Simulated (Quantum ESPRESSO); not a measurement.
# MnS (Rambergite): which magnetic order is lowest, part 2 of 3

Aim: find out which collinear order of MnS (Rambergite) costs least.

Quantum ESPRESSO 7.5; PBE; plane waves with GBRV 1.5 PBE potentials, no spin-orbit coupling.

So far, absolute magnetization (μB): step 2 (start 1: ferro ++) 9.93.

The database entry behind the starting cell differs from later determinations by our own check (about 0.3 % short against later determinations), so it need not match the best structure at ambient conditions.

**3. Run 2 (antiferro +−)**

Contents of pw.in:

```
&CONTROL
  calculation = 'scf'
  prefix = 'pwscf'
  outdir = './tmp'
  pseudo_dir = './pseudo'
  disk_io = 'nowf'
  tprnfor = .true.
  tstress = .true.
/
&SYSTEM
  ibrav = 0
  nat = 4
  ntyp = 3
  ecutwfc = 40
  ecutrho = 280
  nbnd = 30
  occupations = 'smearing'
  smearing = 'fd'
  degauss = 0.00367493
  nspin = 2
  starting_magnetization(1) = 0.3
  starting_magnetization(2) = -0.3
  starting_magnetization(3) = 0
/
&ELECTRONS
  conv_thr = 8d-09
  electron_maxstep = 150
  mixing_beta = 0.3
/
ATOMIC_SPECIES
Mn1    54.9380 mn_pbe_v1.5.uspp.F.UPF
Mn2    54.9380 mn_pbe_v1.5.uspp.F.UPF
S      32.0600 s_pbe_v1.4.uspp.F.UPF
CELL_PARAMETERS angstrom
   3.9760000000    0.0000000000    0.0000000000
  -1.9880000000    3.4433170054    0.0000000000
   0.0000000000    0.0000000000    6.4320000000
ATOMIC_POSITIONS crystal
Mn1     0.3333333333    0.6666666667    0.0000000000
Mn2     0.6666666667    0.3333333333    0.5000000000
S       0.3333333333    0.6666666667    0.3850000000
S       0.6666666667    0.3333333333    0.8850000000
K_POINTS automatic
6 6 6 0 0 0
```

Started as:

```bash
OMP_NUM_THREADS=1 mpirun -n 2 pw.x -nk 2 -in pw.in > pw.out
```

Log:

```text
[banner, memory and clock lines left out]
Program PWSCF v.7.5 starts

     Message from routine setup:
     using ibrav=0 with symmetry is DISCOURAGED, use correct ibrav instead

     bravais-lattice index     =            0
     lattice parameter (alat)  =       7.5136  a.u.
     unit-cell volume          =     594.2457 (a.u.)^3
     number of atoms/cell      =            4
     number of atomic types    =            3
     number of electrons       =        42.00
     number of Kohn-Sham states=           30
     kinetic-energy cutoff     =      40.0000  Ry
     charge density cutoff     =     280.0000  Ry
     scf convergence threshold =      8.0E-09
     mixing beta               =       0.3000
     number of iterations used =            8  plain     mixing
     Exchange-correlation=  SLA  PW   PBX  PBC
                           (   1   4   3   4   0   0   0)

     celldm(1)=   7.513551  celldm(2)=   0.000000  celldm(3)=   0.000000
     celldm(4)=   0.000000  celldm(5)=   0.000000  celldm(6)=   0.000000

     crystal axes: (cart. coord. in units of alat)
               a(1) = (   1.000000   0.000000   0.000000 )
               a(2) = (  -0.500000   0.866025   0.000000 )
               a(3) = (   0.000000   0.000000   1.617706 )

     reciprocal axes: (cart. coord. in units 2 pi/alat)
               b(1) = (  1.000000  0.577350 -0.000000 )
               b(2) = (  0.000000  1.154701  0.000000 )
               b(3) = (  0.000000 -0.000000  0.618159 )

     PseudoPot. # 1 for Mn read from file:
     mn_pbe_v1.5.uspp.F.UPF
     Pseudo is Ultrasoft + core correction, Zval = 15.0

     PseudoPot. # 2 for Mn read from file:
     mn_pbe_v1.5.uspp.F.UPF
     Pseudo is Ultrasoft + core correction, Zval = 15.0

     PseudoPot. # 3 for S  read from file:
     s_pbe_v1.4.uspp.F.UPF
     Pseudo is Ultrasoft + core correction, Zval =  6.0

     atomic species   valence    mass     pseudopotential
     Mn1              15.00    54.93800     Mn( 1.00)
     Mn2              15.00    54.93800     Mn( 1.00)
     S                 6.00    32.06000     S ( 1.00)

     Starting magnetic structure
     atomic species   magnetization
     Mn1             0.300
     Mn2            -0.300
     S               0.000

      6 Sym. Ops. (no inversion) found

   Cartesian axes

     site n.     atom                  positions (alat units)
         1        Mn1    tau(   1) = (  -0.0000000   0.5773503   0.0000000  )
         2        Mn2    tau(   2) = (   0.5000000   0.2886751   0.8088531  )
         3        S      tau(   3) = (  -0.0000000   0.5773503   0.6228169  )
         4        S      tau(   4) = (   0.5000000   0.2886751   1.4316700  )

     number of k points=    34  Fermi-Dirac smearing, width (Ry)=  0.0037
                       cart. coord. in units 2pi/alat
        k(    1) = (   0.0000000   0.0000000   0.0000000), wk =   0.0046296
        k(    2) = (   0.0000000   0.0000000   0.1030265), wk =   0.0092593
        k(    3) = (   0.0000000   0.0000000   0.2060531), wk =   0.0092593
        k(    4) = (   0.0000000   0.0000000  -0.3090796), wk =   0.0046296
        k(    5) = (   0.0000000   0.1924501   0.0000000), wk =   0.0277778
        [... 29 further k-points ...]

     Dense  grid:    46931 G-vectors     FFT dimensions: (  45,  45,  72)

     Smooth grid:    20269 G-vectors     FFT dimensions: (  32,  32,  50)

     Check: negative core charge=   -0.000033
     Generating pointlists ...
     new r_m :   0.2502 (alat units)  1.8800 (a.u.) for type    1
     new r_m :   0.2502 (alat units)  1.8800 (a.u.) for type    2
     new r_m :   0.2502 (alat units)  1.8800 (a.u.) for type    3

     Initial potential from superposition of free atoms

     starting charge      40.9998, renormalised to      42.0000
     Starting wfcs are   34 randomized atomic wfcs

     Self-consistent Calculation

     iteration #  1     ecut=    40.00 Ry     beta= 0.30
     Davidson diagonalization with overlap
     ethr =  1.00E-02,  avg # of iterations =  4.0

     total energy              =    -470.48824319 Ry
     estimated scf accuracy    <       1.24994735 Ry

     total magnetization       =    -0.00 Bohr mag/cell
     absolute magnetization    =     9.13 Bohr mag/cell

     iteration #  2     ecut=    40.00 Ry     beta= 0.30
     Davidson diagonalization with overlap
     ethr =  2.98E-03,  avg # of iterations =  2.1

     total energy              =    -470.76923157 Ry
     estimated scf accuracy    <       0.04637599 Ry

     total magnetization       =    -0.00 Bohr mag/cell
     absolute magnetization    =     9.13 Bohr mag/cell

     [... further iterations left out ...]

     iteration # 13     ecut=    40.00 Ry     beta= 0.30
     Davidson diagonalization with overlap
     ethr =  3.39E-11,  avg # of iterations =  2.9

     negative rho (up, down):  3.922E-04 3.922E-04

     total energy              =    -470.78687224 Ry
     estimated scf accuracy    <          8.6E-09 Ry

     total magnetization       =     0.00 Bohr mag/cell
     absolute magnetization    =     9.28 Bohr mag/cell

     iteration # 14     ecut=    40.00 Ry     beta= 0.30
     Davidson diagonalization with overlap
     ethr =  2.05E-11,  avg # of iterations =  2.0

     negative rho (up, down):  3.921E-04 3.921E-04

     Magnetic moment per site  (integrated on atomic sphere of radius R)
     atom   1 (R=0.250)  charge= 12.9264  magn=  4.0567
     atom   2 (R=0.250)  charge= 12.9264  magn= -4.0567
     atom   3 (R=0.250)  charge=  4.1713  magn= -0.0544
     atom   4 (R=0.250)  charge=  4.1713  magn=  0.0544

     End of self-consistent calculation

     [... lines left out ...]
     the Fermi energy is     7.4132 ev

!    total energy              =    -470.78687224 Ry
     estimated scf accuracy    <          5.0E-10 Ry
     smearing contrib. (-TS)   =      -0.00000595 Ry
     internal energy E=F+TS    =    -470.78686630 Ry

     The total energy is F=E-TS. E is the sum of the following terms:
     one-electron contribution =    -317.16387849 Ry
     hartree contribution      =     169.57745971 Ry
     xc contribution           =     -70.32628993 Ry
     ewald contribution        =    -252.87415758 Ry

     total magnetization       =     0.00 Bohr mag/cell
     absolute magnetization    =     9.28 Bohr mag/cell

     convergence has been achieved in  14 iterations

     negative rho (up, down):  3.921E-04 3.921E-04

     Forces acting on atoms (cartesian axes, Ry/au):

     atom    1 type  1   force =     0.00000000   -0.00000000    0.02051878
     atom    2 type  2   force =     0.00000000   -0.00000000    0.02052142
     atom    3 type  3   force =     0.00000000    0.00000000   -0.02051997
     atom    4 type  3   force =     0.00000000    0.00000000   -0.02052024

     Total force =     0.041040     Total SCF correction =     0.000009

     Computing stress (Cartesian axis) and pressure

     negative rho (up, down):  3.921E-04 3.921E-04
          total   stress  (Ry/bohr**3)                   (kbar)     P=      -13.58
   0.00002037  -0.00000000   0.00000000            3.00       -0.00        0.00
   0.00000000   0.00002037  -0.00000000            0.00        3.00       -0.00
   0.00000000   0.00000000  -0.00031759            0.00        0.00      -46.72
```

It took 1.8 min on 2 MPI ranks of Arm Neoverse N1, shared host; peak memory 0.38 GiB; 3.6 min of CPU time.

Spin moment in the atom's sphere by atom:

```csv
atom,spin moment in the atom's sphere (μB)
Mn1,4.06
Mn2,-4.06
S3,-0.05
S4,0.05
```

This step gave:

| Property | Result |
| --- | --- |
| smearing term TS | 8.09e-5 eV |
| pressure | -1.358 GPa |
| magnetization | 0 μB |
| absolute magnetization | 9.276 μB |
| final state | antiferromagnetic |

Spin density in the ac plane at fractional y = 0.333, with atoms of Mn and S within 0.2 Å of it.

Ten even steps from '_' (-6.4 e/Å³) to '@' (0.1 e/Å³), each cell a mean:
```
@@@@@@@@@@@@@@@@@@@@@@@@@@@@
@@@@@@@@@@@@@@@@@@@@@@@@@@@@
@@@@@@@@@@@@@@@@@@@@@@@@@@@@
@@@@@@@@@@@@@@@@@@@@@@@@@@@@
@@@@@@@@@@@@@@@@@@@@@@@@@@@@
@@@@@@@@@@@@@@@@@@@@@@@@@@@@
@@@@@@@@@@@@@@@@@@@@@@@@@@@@
@@@@@@@@@@@@@@@@@@@@@@@@@@@@
@@@@@@@@@@@@@@@@%%%%%%@@@@@@
@@@@@@@@@@@@@@%%++--++%%@@@@
@@@@@@@@@@@@@@##::__::##@@@@
@@@@@@@@@@@@@@%%--..==%%@@@@
@@@@@@@@@@@@@@@@######@@@@@@
@@@@@@@@@@@@@@@@@@@@@@@@@@@@
@@@@@@@@@@@@@@@@@@@@@@@@@@@@
@@@@@@@@@@@@@@@@@@@@@@@@@@@@
@@@@@@@@@@@@@@@@@@@@@@@@@@@@
@@@@@@@@@@@@@@@@@@@@@@@@@@@@
@@@@@@@@@@@@@@@@@@@@@@@@@@@@
@@@@@@@@@@@@@@@@@@@@@@@@@@@@
@@@@@@@@@@@@@@@@@@@@@@@@@@@@
@@@@@@@@@@@@@@@@@@@@@@@@@@@@
```
Columns run along a (4.0 Å), rows up along c (6.4 Å). Atoms in or near the plane, at fractional coordinates: Mn at (0.67, 0.50), S at (0.67, 0.88).

Valence density in the ac plane at fractional y = 0.333, with atoms of Mn and S within 0.2 Å of it. It is the smooth field of the valence electrons, not physical close to the nuclei.

Ten steps, logarithmic in the rise over the least value, from '0' (0 e/Å³) to '9' (17 e/Å³), each cell a mean:
```
11111234434432
11011234333432
10001234343432
10001234333432
00000123444321
00000012333210
00000011222110
00000011232110
00000013565310
00000126898621
11111137999731
11111136999631
11211124787421
11211112343211
11111101111101
11111000000000
00000000000000
00000000000000
00000000000000
00000000111000
00100111222111
11111123333321
```
Columns run along a (4.0 Å), rows up along c (6.4 Å). Atoms in or near the plane, at fractional coordinates: Mn at (0.67, 0.50), S at (0.67, 0.88).

**4. Run 3 (antiferro q=(0,1/2,1/2) +−+−)**

The cell is doubled to 8 atoms to hold this order. The wavevector q is in fractions of the reciprocal vectors of the crystal's primitive cell, as the cells of these inputs are built from it; moments change sign between cells as cos(2π q·R).

Contents of pw.in:

```
&CONTROL
  calculation = 'scf'
  prefix = 'pwscf'
  outdir = './tmp'
  pseudo_dir = './pseudo'
  disk_io = 'nowf'
  tprnfor = .true.
  tstress = .true.
/
&SYSTEM
  ibrav = 0
  nat = 8
  ntyp = 3
  ecutwfc = 40
  ecutrho = 280
  nbnd = 55
  occupations = 'smearing'
  smearing = 'fd'
  degauss = 0.00367493
  nspin = 2
  starting_magnetization(1) = 0.3
  starting_magnetization(2) = -0.3
  starting_magnetization(3) = 0
/
&ELECTRONS
  conv_thr = 1.6d-08
  electron_maxstep = 150
  mixing_beta = 0.3
/
ATOMIC_SPECIES
Mn1    54.9380 mn_pbe_v1.5.uspp.F.UPF
Mn2    54.9380 mn_pbe_v1.5.uspp.F.UPF
S      32.0600 s_pbe_v1.4.uspp.F.UPF
CELL_PARAMETERS angstrom
   3.9760000000    0.0000000000    0.0000000000
  -3.9760000000    6.8866340108    0.0000000000
  -1.9880000000    3.4433170054    6.4320000000
ATOMIC_POSITIONS crystal
Mn1     0.3333333333    0.3333333334    0.0000000000
Mn2     0.3333333333    0.8333333333    0.0000000000
Mn1     0.6666666667    0.9166666666    0.5000000000
Mn2     0.6666666667    0.4166666666    0.5000000000
S       0.3333333333    0.1408333333    0.3850000000
S       0.3333333333    0.6408333333    0.3850000000
S       0.6666666667    0.7241666666    0.8850000000
S       0.6666666667    0.2241666666    0.8850000000
K_POINTS automatic
6 3 6 0 0 0
```

Log:

```text
     [... lines left out ...]
Program PWSCF v.7.5 starts
     [... lines left out ...]
     number of atoms/cell      =            8
     [... lines left out ...]
     number of electrons       =        84.00
     number of Kohn-Sham states=           55
     kinetic-energy cutoff     =      40.0000  Ry
     charge density cutoff     =     280.0000  Ry
     scf convergence threshold =      1.6E-08
     [... lines left out ...]
      2 Sym. Ops. (no inversion) found
     [... lines left out ...]
     number of k points=    34  Fermi-Dirac smearing, width (Ry)=  0.0037
     [... lines left out ...]
     iteration # 13     ecut=    40.00 Ry     beta= 0.30
     [... lines left out ...]
     Magnetic moment per site  (integrated on atomic sphere of radius R)
     atom   1 (R=0.250)  charge= 12.9280  magn=  4.0115
     atom   2 (R=0.250)  charge= 12.9273  magn= -4.0112
     atom   3 (R=0.250)  charge= 12.9290  magn=  4.0070
     atom   4 (R=0.250)  charge= 12.9289  magn= -4.0070
     atom   5 (R=0.250)  charge=  4.1672  magn=  0.0489
     atom   6 (R=0.250)  charge=  4.1674  magn= -0.0489
     atom   7 (R=0.250)  charge=  4.1645  magn= -0.0028
     atom   8 (R=0.250)  charge=  4.1650  magn=  0.0028
     [... lines left out ...]
     the Fermi energy is     7.3344 ev
!    total energy              =    -941.59431378 Ry
     estimated scf accuracy    <       0.00000001 Ry
     smearing contrib. (-TS)   =      -0.00000010 Ry
     [... lines left out ...]
     total magnetization       =    -0.00 Bohr mag/cell
     absolute magnetization    =    18.20 Bohr mag/cell
     convergence has been achieved in  13 iterations
     [... lines left out ...]
     Total force =     0.029153     Total SCF correction =     0.000138
     [... lines left out ...]
          total   stress  (Ry/bohr**3)                   (kbar)     P=      -24.99
     [... lines left out ...]
```

Elapsed: 9.2 min, on 2 MPI ranks; peak memory 0.82 GiB.

Spin moment in the atom's sphere by atom:

```csv
atom,spin moment in the atom's sphere (μB)
Mn1,4.01
Mn2,-4.01
Mn3,4.01
Mn4,-4.01
S5,0.05
S6,-0.05
S7,0.00
S8,0.00
```

Read from the output:

* smearing term TS: 1.43e-6 eV
* pressure: -2.499 GPa
* magnetization: 0 μB
* absolute magnetization: 18.20 μB
* final state: antiferromagnetic

(Continued in part 3 of 3.)

[Logs and program files are shortened in this print: banners, set-up blocks, solver, clock and traceback lines can be left out without a mark of their own.]

[Logs are printed without paths, hosts, clocks, repeated set-up lines and the standing remarks that a program may print on its own settings, such as how far it seeks lower states.]

[Hosts, paths, dates, database ids (printed as entryN), source tags and the programs' standing remarks are cut or masked in the printed files.]

[Where a cell is said to come from a database of computed structures, the database is the Materials Project.]
